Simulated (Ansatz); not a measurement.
Runs of Ansatz 0.2.0 on TiAl. It takes space group P-6m2 (No. 187, hexagonal). Conventional cell: a = 2.867 Å, b = 2.867 Å, c = 4.678 Å, α = 90.00°, β = 90.00°, γ = 120.00°. Ti (site symmetry -6m2) is surrounded by 6 Al at 2.87 Å and 6 Ti at 2.87 Å. Al (site symmetry -6m2) has 6 Ti at 2.87 Å and 6 Al at 2.87 Å as nearest neighbours. The cell comes from a database or a generator and needn't be the stable form of this composition.

```tsv
task	level	potentials or basis	cutoff (eV)	smearing	basis error allowed	gap on the mesh (eV)	pressure (GPa)	V0 of scaled cells (Å³/atom)	B0 (GPa)
equation of state	PBEsol	all-electron LAPW, scalar-relativistic	-	fermi-dirac 0.05 eV	0.001 eV/atom	-	-	16.21	112
band structure	PBEsol	all-electron LAPW, inner shells corrected to Dirac's equation	225	fermi-dirac 0.05 eV	0.001 eV/atom	-	-2.9	-	-
single point	PBEsol	all-electron LAPW, scalar-relativistic	225	gaussian 0.05 eV	0.001 eV/atom	none	-2.9	-	-
band structure	PBEsol	all-electron PAW datasets made for the crystal	220	fermi-dirac 0.05 eV	-	-	-2.9	-	-
equation of state	PBEsol	all-electron LAPW, scalar-relativistic	-	fermi-dirac 0.05 eV	0.0005 eV/atom	-	-	16.21	112
band structure	LDA	all-electron LAPW, scalar-relativistic	225	fermi-dirac 0.05 eV	0.001 eV/atom	-	-6.1	-	-
single point	PBEsol	all-electron LAPW, scalar-relativistic	225	fermi-dirac 0.05 eV	0.001 eV/atom	none	-2.9	-	-
band structure	PBEsol	all-electron LAPW, non-relativistic	225	fermi-dirac 0.05 eV	0.001 eV/atom	-	(a)	-	-
```

Alike in all rows: no spin polarisation; cell as given; k mesh 11 × 11 × 6.

**Question.** Fill in the values left out.

**Answer.** (a) -2.6.

Caveats: the cell was scaled at fixed shape and fractional positions, which overstates the stiffness of a crystal with free parameters, most of all of layers and chains (some runs).

A k mesh can miss the band edges.

A gap of «none» marks a metal or a gap under the smearing width.

Not every run made on this cell is shown here.
